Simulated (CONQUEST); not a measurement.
The system is ZnS (Wurtzite-4H).

```
Zn S
1.0
     3.82270    0.00000    0.00000
     0.00000    6.62111    0.00000
     0.00000    0.00000   12.52000
Zn S
8 8
Cartesian
  0.0000 2.2070 3.1300
  1.9114 5.5176 3.1300
  0.0000 4.4141 9.3900
  1.9114 1.1035 9.3900
  0.0000 0.0000 6.2600
  1.9114 3.3106 6.2600
  0.0000 0.0000 0.0000
  1.9114 3.3106 0.0000
  0.0000 2.2070 0.7825
  1.9114 5.5176 0.7825
  0.0000 4.4141 7.0425
  1.9114 1.1035 7.0425
  0.0000 0.0000 3.9125
  1.9114 3.3106 3.9125
  0.0000 0.0000 10.1725
  1.9114 3.3106 10.1725
```

Base run:

| Quantity | Value |
| --- | --- |
| Program | CONQUEST 1.3 |
| Functional | PBE |
| Potentials or basis | PseudoDojo NC PBE, DZ, grid cutoff 120 Ha |
| k mesh | 5 × 3 × 2 |
| Occupations | fermi-dirac, width 0.05 eV |
| Spin | no spin polarisation |

Its results: band gap on the k mesh 2.12 eV; pressure 6.2 GPa; largest force 0.115 eV/Å.

Q: The run is repeated on the same cell with these changes: potentials or basis from PseudoDojo NC PBE, DZ, grid cutoff 120 Ha to PseudoDojo NC PBE, SZP, grid cutoff 120 Ha. What comes out?

A: Band gap on the k mesh 2.50 eV; pressure 4.7 GPa; largest force 0.114 eV/Å.

Caveats: the atomic basis is small; the box holds several primitive cells, so bands are folded and the points are those of the box's own zone; the basis of atomic orbitals isn't converged, which shifts pressures, moduli and gaps.

